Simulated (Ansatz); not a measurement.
**Ideal shear of a crystal plane in SnO2**

The calculation used DFT r2SCAN, scalar-relativistic, plane waves, PAW in Ansatz 0.2.0. Settings: plane waves to 500 eV, k-mesh 8×6×3 (Γ-centred), Gaussian smearing 0.05 eV. No spin polarisation. Energies are free energies at this smearing, counted from the undisturbed cell; pressure is positive in compression.

The undisturbed cell (relaxed at this level):

```
Sn O
1.0
     0.00000    0.00000   -3.20071
    -4.75982    0.00000    0.00000
     0.00000    9.52012    0.00000
Sn O
4 8
Direct
  0.50000 0.50000 0.95150
  0.50000 0.50000 0.45150
  0.00000 0.00000 0.20150
  0.00000 0.00000 0.70150
  0.00000 0.69414 0.85448
  0.00000 0.69414 0.35448
  0.50000 0.19414 0.79852
  0.50000 0.19414 0.29852
  0.50000 0.80586 0.10448
  0.50000 0.80586 0.60448
  0.00000 0.30586 0.04852
  0.00000 0.30586 0.54852
```

The cut lies on the cell's a–b face, a (0 1 0) plane (indices in the standard cell, whose axes needn't be the Cartesian ones shown) of area 15.23 Å², between layers 0.92 Å apart. Vector c is tilted by f times 0·a + 1·b (length 4.760 Å) with the atoms' Cartesian places fixed: one unrelaxed fault a cell. The traction is dγ/du, the slope of γ against the slip u in Å.

| f | γ (mJ/m²) | traction (GPa) |
| --- | --- | --- |
| 0.0000 | 0 | 0.0 |
| 0.0833 | 898 | 39.8 |
| 0.1667 | 2667 | 43.3 |
| 0.2500 | 4023 | 24.2 |
| 0.3333 | 4720 | 14.1 |
| 0.4167 | 5412 | 24.3 |
| 0.5000 | 6960 | 57.0 |
| 0.5833 | 9877 | 82.0 |
| 0.6667 | 12158 | 13.1 |
| 0.7500 | 10178 | -106.4 |
| 0.8333 | 5147 | -126.7 |
| 0.9167 | 1232 | -65.0 |

Question: Read off the first barrier and the stress needed to climb it, and compare with Frenkel's sinusoid.

Answer: The traction changes sign between f = 0.667 and 0.750, so by linear interpolation the first maximum lies at f = 0.676, a slip of 3.22 Å, with γ ≈ 12182 mJ/m², which stands in for the unstable fault energy γ_us, and the steepest sampled slope before it is 82.0 GPa. A sinusoid γ = γ_us sin²(πu/λ) with its maximum there has λ = 6.43 Å and a largest slope πγ_us/λ = 59.5 GPa (1 mJ/m² per Å = 0.01 GPa).

Question: Is there a metastable fault on this line?

Answer: Apart from points where γ returns to about zero, no local minimum shows among the samples, so at this sampling the line offers no fault for a dislocation to split on; a fault can still lie off the line.

The cut is rigid; relaxing the faces lowers these energies and usually the stresses.

The gap closes along the scan, which can put kinks into the curve.

Cost: 12 runs of about 10 core-minutes in all, on Intel Xeon 6975P-C (Granite Rapids) (shared hosts).